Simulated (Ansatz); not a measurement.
# Comparing structures of TaN

These are results of DFT PBE, scalar-relativistic, plane waves, PAW (Ansatz 0.2.0), not measurements. Settings: cutoff 420 eV, Γ-centred meshes no coarser than 0.19 Å⁻¹ for metals and 0.3 Å⁻¹ for insulators (2π included), Gaussian smearing.

All energies are static (0 K, no zero-point motion). The comparison covers the computed candidates alone. The k mesh leaves about 4 meV/atom of noise in metals. Spin–orbit coupling is left out.  Against the elements the lowest lies at -1.16 eV/atom.

4 of the 6 relaxed structures, chosen for unlike contacts. Contacts of a pair count up to 1.25 times its shortest distance.

```
cell     type or group                  contacts  shortest Ta–N (Å)  V (Å³/atom)  gap on mesh (eV)  ΔE (meV/atom)
   A  tungsten carbide   Ta: 8 Ta + 6 N; N: 6 Ta               2.24        10.92              0.00             31
   B         rock salt  Ta: 12 Ta + 6 N; N: 6 Ta               2.21        10.77              0.00            338
   C             P-62m  Ta: 12 Ta + 5 N; N: 5 Ta               2.05        11.52              0.00              0
   D          wurtzite  Ta: 12 Ta + 4 N; N: 4 Ta               1.98        13.13              0.00            408
```

Q: With H = E + PV at fixed volumes, which structure takes over first under pressure?

A: Enthalpies over C in meV/atom, with 1 GPa Å³ = 6.24 meV:

| P (GPa) | A | B | D |
| --- | --- | --- | --- |
| 0 | 31 | 338 | 408 |
| 4 | 16 | 320 | 449 |
| 13 | -18 | 278 | 539 |

A (tungsten carbide) crosses zero first, at 31 / (6.24 × 0.60) = 8.2 GPa. This holds only while the pressure stays small beside the bulk moduli; compression, and phases that weren't computed, would shift it.